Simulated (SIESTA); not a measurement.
Runs of SIESTA 5.4.2 on As. It takes space group Cmce (No. 64, orthorhombic). The conventional cell has a = 3.650 Å, b = 11.000 Å, c = 4.470 Å, α = 90.00°, β = 90.00°, γ = 90.00°. As (site symmetry m) is surrounded by 3 As at 2.48 to 2.49 Å. This isn't the form of As at room conditions, which is rhombohedral.

```tsv
level	potentials or basis	spin	k mesh	gap on the mesh (eV)	pressure (GPa)	largest force (eV/Å)
LDA	PseudoDojo 0.4 standard (LDA files), DZP (energy shift 0.003 Ry; two zetas on semicore shells)	off	8 × 8 × 6	none	0.6	(a)
PBEsol	PseudoDojo 0.4 standard (PBEsol files, fully relativistic), DZP (energy shift 0.003 Ry; two zetas on semicore shells)	non-collinear, zero start, SOC	6 × 6 × 4	-	2.3	0.48
PBEsol	PseudoDojo 0.4 standard (PBEsol files), DZP (energy shift 0.003 Ry; two zetas on semicore shells)	off	6 × 6 × 4	-	2.3	0.48
PBEsol	PseudoDojo 0.4 standard (PBEsol files), DZP (energy shift 0.003 Ry; two zetas on semicore shells)	off	8 × 8 × 6	none	2.3	0.50
```

Alike in all rows: task band structure; cell as given; smearing fermi-dirac 0.05 eV; grid cutoff 500 Ry; energy shift 0.003 Ry.

Q: Estimate the missing entries.

A: (a) 0.38.

Caveats: the basis of atomic orbitals isn't converged, which shifts pressures, moduli and gaps.

A k mesh can miss the band edges, and rows without SOC leave out spin-orbit coupling on As.

A gap of «none» marks a metal or a gap under the smearing width.
